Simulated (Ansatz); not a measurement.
A run of Ansatz 0.2.0:

File input.yaml:

```yaml
crystal:
  lattice:
    - [3.18, 0.0, 0.0]
    - [-1.59, 2.753960784, 0.0]
    - [0.0, 0.0, 12.5]
  atoms:
    - { symbol: W, position: [0.670413, 0.332132, 0.748511] }
    - { symbol: W, position: [0.351526, 0.676113, 0.248159] }
    - { symbol: S, position: [0.650548, 0.328846, 0.370564] }
    - { symbol: S, position: [0.332383, 0.665762, 0.869796] }
    - { symbol: S, position: [0.683593, 0.340496, 0.122155] }
    - { symbol: S, position: [0.352736, 0.675784, 0.626421] }
hamiltonian:
  xc: pbe
  pseudopotentials: { kind: paw }
kpoints:
  mp_grid: { grid: [10, 10, 3] }
scf:
  occupations: { method: fermi_dirac, width: 0.05 }
output:
  forces: true
  stress: true
  eigenvalues: true
```

Potentials or basis: Ansatz PAW.

Launch:

```bash
$ ansatz run input.yaml --threads 2 --pin off --max-ram 5120MiB --backend cpu --events-out ev --progress --plain --runs-dir out
```

Hardware: 2 threads of Intel(R) Xeon(R) Processor @ 2.70GHz, with other jobs on the host.

Task: Estimate the wall time of this run.

Result: Run time: 29 s on 2 threads of Intel(R) Xeon(R) Processor @ 2.70GHz, with other jobs on the host, peak memory 0.66 GiB. Counts: scf iterations 7, plane waves 2129, k points 152, bands 32.
